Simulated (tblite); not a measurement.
Compound: C4H9NO.
Numbering: `[CH3:1][C:2](=[O:3])[N:4]([CH3:5])[CH3:6]` (hydrogens: H7, H8, H9 on C1; H10, H11, H12 on C5; H13, H14, H15 on C6)

Computed with GFN2-xTB (tblite), gas phase: Langevin dynamics at 200 K from the optimised GFN2-xTB geometry, time step 0.5 fs, friction 0.01 fs⁻¹, 2000 steps. The instantaneous temperature is 2·E(kin)/(3Nk) with all 3N coordinates.

```tsv
t (fs)	T (K)	E(pot) above start (eV)	C1–C2 (Å)	C2=O3 (Å)	C2–N4 (Å)	N4–C5 (Å)	N4–C6 (Å)	C1–H7 (Å)	C1–C2–N4–C5 (°)
0	160	0.000	1.514	1.216	1.356	1.445	1.441	1.086	-176
50	166	0.272	1.523	1.207	1.389	1.442	1.453	1.101	-164
100	173	0.313	1.503	1.239	1.380	1.486	1.462	1.086	-178
150	175	0.314	1.537	1.197	1.372	1.458	1.439	1.106	178
200	159	0.297	1.498	1.235	1.374	1.406	1.459	1.072	-179
250	215	0.275	1.545	1.227	1.344	1.433	1.477	1.091	-179
300	152	0.422	1.483	1.179	1.331	1.472	1.465	1.099	177
350	222	0.467	1.488	1.253	1.322	1.427	1.459	1.039	-165
400	196	0.547	1.546	1.189	1.373	1.456	1.469	1.124	-176
450	212	0.526	1.490	1.233	1.360	1.482	1.498	1.063	167
500	247	0.471	1.566	1.206	1.357	1.418	1.462	1.090	180
550	281	0.407	1.459	1.214	1.377	1.445	1.454	1.070	-179
600	305	0.453	1.534	1.219	1.347	1.462	1.464	1.118	-175
650	272	0.434	1.486	1.200	1.366	1.507	1.452	1.084	-177
700	227	0.367	1.534	1.227	1.361	1.463	1.431	1.112	175
750	218	0.319	1.521	1.206	1.345	1.502	1.385	1.085	172
800	186	0.232	1.502	1.209	1.333	1.452	1.406	1.084	178
850	140	0.334	1.552	1.208	1.345	1.439	1.426	1.081	170
900	207	0.296	1.534	1.213	1.371	1.447	1.457	1.100	180
950	221	0.298	1.526	1.235	1.387	1.485	1.486	1.106	-177
1000	124	0.346	1.531	1.212	1.404	1.455	1.461	1.075	169
```

**Question.** From 500 fs on, how do temperature and potential energy compare with equipartition?

**Answer.** The mean temperature of these 11 frames is 221 K against the target 200 K, and the mean potential energy 0.36 eV against 39 × kT/2 = 0.34 eV for 39 classical harmonic modes. For 15 atoms in a canonical ensemble the temperature itself scatters by T·√(2/(3N)) = 42 K; here its standard deviation is 54 K. The whole run lasts only 10 friction times of 100 fs, so these averages carry a wide statistical error.

**Question.** What are the kinetic and total energies of the listed frame with the highest potential energy?

**Answer.** The one at 400 fs, 0.547 eV above the start. Its kinetic energy is 3NkT/2 = 0.380 eV at 196 K, so the sum is 0.93 eV; over the listed frames the sum runs from 0.31 to 1.04 eV, since the thermostat adds and removes energy.

**Question.** How much do the listed bonds fluctuate from 500 fs on?

**Answer.** 
| bond | at the start (Å) | mean (Å) | standard deviation (Å) |
| --- | --- | --- | --- |
| C1–C2 | 1.514 | 1.522 | 0.029 |
| C2=O3 | 1.216 | 1.214 | 0.010 |
| C2–N4 | 1.356 | 1.363 | 0.020 |
| N4–C5 | 1.445 | 1.462 | 0.026 |
| N4–C6 | 1.441 | 1.444 | 0.028 |
| C1–H7 | 1.086 | 1.091 | 0.015 |

The motion is classical and holds no zero-point motion.

The cost below is that of the whole dynamics run. Time: 23 s wall; peak memory 0.18 GiB. Hardware: an Intel Xeon at 2.50 GHz with one thread, no GPU, shared host with 64 logical CPUs at a one-minute load of 60.
